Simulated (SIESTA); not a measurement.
Al: equation of state with LDA

**Measured values to compare with.**

“The interpretation of polycrystalline coherent inelastic neutron scattering from aluminium”, 2013, pmc:3831299 quotes, for a bulk crystal of Al: bulk modulus 76.9 GPa.

Crystal: Al.

```xyz
1
Lattice="0.0000 2.0248 2.0248 2.0248 0.0000 2.0248 2.0248 2.0248 0.0000" Properties=species:S:1:pos:R:3 pbc="T T T"
Al    0.0000    0.0000    0.0000
```

| Property | Result |
| --- | --- |
| Program | SIESTA 5.4.2 |
| Task | equation of state |
| Functional | LDA |
| Potentials or basis | PseudoDojo 0.4 standard (LDA files) |
| Basis | DZP (energy shift 0.003 Ry) |
| Grid cutoff | 500 Ry |
| Energy shift | 0.003 Ry |
| k mesh | 11 × 11 × 11 |
| Occupations | fermi-dirac, width 0.05 eV |
| Spin | no spin polarisation |

- Equilibrium volume: 15.85 Å³/atom
- Bulk modulus: 90 GPa
- Pressure derivative of the bulk modulus: 5.1

Energy against volume, from the lowest point:
| volume (Å³/atom) | energy (meV/atom) |
| --- | --- |
| 15.607 | 0.89 |
| 15.939 | 0.00 |
| 16.271 | 2.87 |
| 16.603 | 9.05 |
| 16.935 | 18.15 |
| 17.267 | 29.84 |
| 17.599 | 43.75 |

All runs of the series together: 3.3 min on 1 thread of Arm Neoverse V2, with other jobs on the host.

A measured bulk modulus of Al is 76.9 GPa (quoted in “The interpretation of polycrystalline coherent inelastic neutron scattering from aluminium”, 2013, pmc:3831299); the calculated 90 GPa misses it by +16.7 %. The fit is for a static lattice scaled at fixed shape and fixed fractional positions.

Caveat: the basis of atomic orbitals isn't converged, which shifts pressures, moduli and gaps.
